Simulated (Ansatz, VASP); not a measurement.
Pd in VASP and in Ansatz

```
Pd
1.0
     0.00000    1.89628    2.04215
     1.89628    0.00000    2.04215
     1.89628    1.89628    0.00000
Pd
1
Direct
  0.00000 0.00000 0.00000
```

Change from the starting cell: strain -0.025 along x and y, +0.050 along z, atoms carried along.

Alike in both runs: task single point; functional PBE; k mesh 8 × 8 × 8; occupations gaussian, width 0.15 eV; no spin polarisation.

```csv
,VASP,Ansatz
version,VASP 6.6.1,Ansatz 0.2.0
potentials or method,"VASP PAW PBE potentials, release 64 (Pd)","scalar-relativistic, plane waves, PAW"
plane-wave cutoff (eV),520,420
valence electrons in the cell,10,18
```

Ansatz gave:

```
gap on the k mesh at the Fermi level (eV)       : none
pressure (GPa)                                  : 9.2
largest component of the traceless stress (GPa) : 3.45
```

**Question.** Which values does VASP return?

**Answer.** gap on the k mesh at the Fermi level (eV): none; pressure (GPa): 8.8; largest component of the traceless stress (GPa): 3.42.

A gap of «none» marks a metal or a gap that the smearing closes. The two sets of potentials don't hold the same shells in valence.
